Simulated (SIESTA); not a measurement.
A run of SIESTA 5.4.2 is set up as follows.

File MnO.fdf:

```
SystemName                      MnO
SystemLabel                     MnO
NumberOfSpecies                 2
NumberOfAtoms                   2
%block ChemicalSpeciesLabel
  1  25 Mn
  2   8 O
%endblock ChemicalSpeciesLabel

LatticeConstant                 1.0 Ang
%block LatticeVectors
     0.0000000000     2.2239077028     2.2239077028
     2.2239077028     0.0000000000     2.2239077028
     2.2239077028     2.2239077028     0.0000000000
%endblock LatticeVectors
AtomicCoordinatesFormat         Fractional
%block AtomicCoordinatesAndAtomicSpecies
     0.0000000000     0.0000000000     0.0000000000  1  Mn
     0.5000000000     0.5000000000     0.5000000000  2  O
%endblock AtomicCoordinatesAndAtomicSpecies

%block kgrid.MonkhorstPack
    7   0   0  0.0
    0   7   0  0.0
    0   0   7  0.0
%endblock kgrid.MonkhorstPack
XC.Functional                   GGA
XC.Authors                      RPBE
PAO.BasisSize                   DZP
PAO.EnergyShift                 0.002 Ry
Mesh.Cutoff                     800 Ry
Spin                            polarized
%block DM.InitSpin
    1   4.000
    2   0.000
%endblock DM.InitSpin
OccupationFunction              FD
ElectronicTemperature           0.05 eV
MaxSCFIterations                200
SCF.MustConverge                false
SCF.Mixer.Method                Pulay
SCF.Mixer.Weight                0.1
SCF.Mixer.History               10
SCF.DM.Tolerance                5.0e-05
SCF.H.Tolerance                 1.0e-03 eV
WriteForces                     true
Charge.Mulliken                 end
MD.TypeOfRun                    Broyden
MD.Steps                        40
MD.MaxForceTol                  0.04 eV/Ang
MD.MaxDispl                     0.1 Ang
WriteCoorStep                   true
AtomCoorFormatOut               Fractional
MD.VariableCell                 true
MD.MaxStressTol                 0.1 GPa
```

Potentials or basis: PseudoDojo 0.4 standard (PBE files), DZP (energy shift 0.002 Ry).

The run is started by

```sh
$ siesta < MnO.fdf > MnO.out 2>&1
```

What does it give for the site moments?

Mn +4.82; O +0.15 μB.

Predict the band gap on the k mesh.

none (metal or under the smearing width).

Predict the relaxed cell.

a = 3.207 Å, b = 3.207 Å, c = 3.207 Å, α = 60.00°, β = 60.00°, γ = 60.00°.

The path:
```csv
step,energy change (eV),largest force (eV/Å),pressure (GPa),volume (Å³)
1,0.0000,0.0000,7.39,22.00
2,-0.0027,0.0000,7.14,22.05
3,-0.0332,0.0000,-2.54,23.82
4,-0.0356,0.0000,1.42,23.06
5,-0.0368,0.0000,-0.74,23.46
6,-0.0369,0.0000,0.33,23.26
7,-0.0370,0.0000,-0.12,23.35
8,-0.0370,0.0000,0.03,23.32
```

Caveat: semicore shells carry a single zeta, which can move pressures by several GPa and volumes by a few percent; the potentials were made for another functional, which shifts forces and pressure; the basis of atomic orbitals isn't converged, which shifts pressures, moduli and gaps; a cell with one magnetic atom can't hold antiferromagnetic order, which such compounds often take; semilocal functionals often make such compounds metallic where correlation or magnetic order opens a gap, which also shifts bond lengths. With open d or f shells a metallic result of RPBE can be an artefact of self-interaction; +U or a hybrid may open a gap.
